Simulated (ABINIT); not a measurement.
Crystal: InPd.

```
In Pd
1.0
     3.27188    0.00000    0.00000
     0.00000    3.27188    0.00000
     0.00000    0.00000    3.27188
In Pd
1 1
Direct
  0.00000 0.00000 0.00000
  0.50000 0.50000 0.50000
```

The cell comes from a database or a generator and needn't be the stable form of this composition.

- Program: ABINIT 10.8.3 (patched build)
- Task: single point
- Functional: PBE
- Potentials or basis: JTH PAW PBE v2.0
- Cutoff: 599 eV
- k mesh: 8 × 8 × 8
- Occupations: fermi-dirac, width 0.05 eV
- Spin: no spin polarisation

On this cell: pressure 3.5 GPa; largest force zero by symmetry; band gap on the k mesh none (metal or under the smearing width).

The same run follows on a disturbed copy (atoms moved at random, drawn with an rms of 0.05 Å):

```
CELL_PARAMETERS angstrom
3.27188 0.00000 0.00000
0.00000 3.27188 0.00000
0.00000 0.00000 3.27188
ATOMIC_POSITIONS crystal
In 0.99323 0.00032 0.00838
Pd 0.48910 0.50688 0.49185
```

What changes?

The energy (extrapolated to zero smearing) moves by +3.7 meV/atom; pressure 3.8 GPa; largest force 0.250 eV/Å; band gap on the k mesh none (metal or under the smearing width).

Forces on the atoms (eV/Å):
```
In  -0.054  0.092 -0.226
Pd   0.054 -0.092  0.226
```

Stress tensor (GPa, compression positive):
```
 3.86 -0.03  0.06
-0.03  3.77 -0.10
 0.06 -0.10  3.74
```
